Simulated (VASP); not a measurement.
A run of VASP 6.6.1:

Contents of INCAR:

```
SYSTEM = CoSi
  PREC = Accurate
  ENCUT = 600
  EDIFF = 1E-7
  ISMEAR = -1
  SIGMA = 0.05
  LREAL = .False.
  LASPH = .True.
  NELM = 150
  ALGO = Fast
  ISIF = 3
  LWAVE = .False.
  LCHARG = .False.
  ISPIN = 2
  MAGMOM = 2 2 2 2 0 0 0 0
  LORBIT = 11
  LMAXMIX = 4
  GGA = PE
  IVDW = 2
  IBRION = 2
  NSW = 60
  EDIFFG = -0.01
```

KPOINTS

```
regular mesh
0
Gamma
  6 6 6
  0 0 0
```

File POSCAR:

```
CoSi
1.0
    4.4380000000      0.0000000000      0.0000000000
    0.0000000000      4.4380000000      0.0000000000
    0.0000000000      0.0000000000      4.4380000000
Co Si
4 4
Direct
    0.8600000000      0.6400000000      0.3600000000
    0.6400000000      0.3600000000      0.8600000000
    0.3600000000      0.8600000000      0.6400000000
    0.1400000000      0.1400000000      0.1400000000
    0.1570000000      0.3430000000      0.6570000000
    0.3430000000      0.6570000000      0.1570000000
    0.6570000000      0.1570000000      0.3430000000
    0.8430000000      0.8430000000      0.8430000000
```

Potentials or basis: VASP PAW PBE potentials, release 64 (Co, Si).

The run is started by

```sh
$ cat potpaw_PBE.64/Co/POTCAR potpaw_PBE.64/Si/POTCAR > POTCAR
$ mpirun -np 1 vasp_std > vasp.out
```

Hardware: 1 thread of AMD EPYC 7R43 64-Core Processor (Zen 3), on a shared host.

How long does it take, and how much memory?

It took 28 min on 1 thread of AMD EPYC 7R43 64-Core Processor (Zen 3), on a shared host, peak memory 0.3 GiB. Counts: scf iterations 146, k points 24, ion steps 14.
